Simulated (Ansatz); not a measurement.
GaSb:

```xyz
2
Lattice="-1.5559 2.6750 2.8933 1.5559 -2.6750 2.8933 1.5559 2.6750 -2.8933" Properties=species:S:1:pos:R:3 pbc="T T T"
Sb    0.0000    0.0000    2.8933
Ga    0.0000    0.0000    0.0000
```

Measurements of this composition are mostly on another form, of space group No. 216.

| Quantity | Value |
| --- | --- |
| Program | Ansatz 0.2.0 |
| Task | relaxation of cell and atoms |
| Functional | LDA |
| Potentials or basis | all-electron LAPW, scalar-relativistic |
| Basis error allowed | 0.001 eV/atom |
| k mesh | 7 × 7 × 7 |
| Occupations | fermi-dirac, width 0.05 eV |
| Spin | no spin polarisation |

At the start: volume 24.08 Å³/atom.

Where does the relaxation end?

Over 6 steps the energy falls by 31.4 meV/atom and the volume is 22.12 Å³/atom (-8.2 %); space group Immm (No. 71, to 0.05 Å).

Step by step:
```tsv
step	energy change (eV)	largest force (eV/Å)	volume (Å³)
1	0.0000	0.0000	48.17
2	-0.0513	0.0000	42.75
3	-0.0624	0.0000	44.50
4	-0.0627	0.0000	44.24
5	-0.0627	0.0000	44.24
6	-0.0627	0.0000	44.24
```

Final structure:
```yaml
crystal:
  lattice:
    - [-1.52040, 2.59299, 2.80525]
    - [1.52040, -2.59299, 2.80525]
    - [1.52040, 2.59299, -2.80525]
  atoms:
    - { symbol: Sb, position: [0.50000, 0.50000, 0.00000] }
    - { symbol: Ga, position: [0.00000, 0.00000, 0.00000] }
```

Caveat: the k mesh is thin for a metal, which can move the energy by tens of meV per atom.
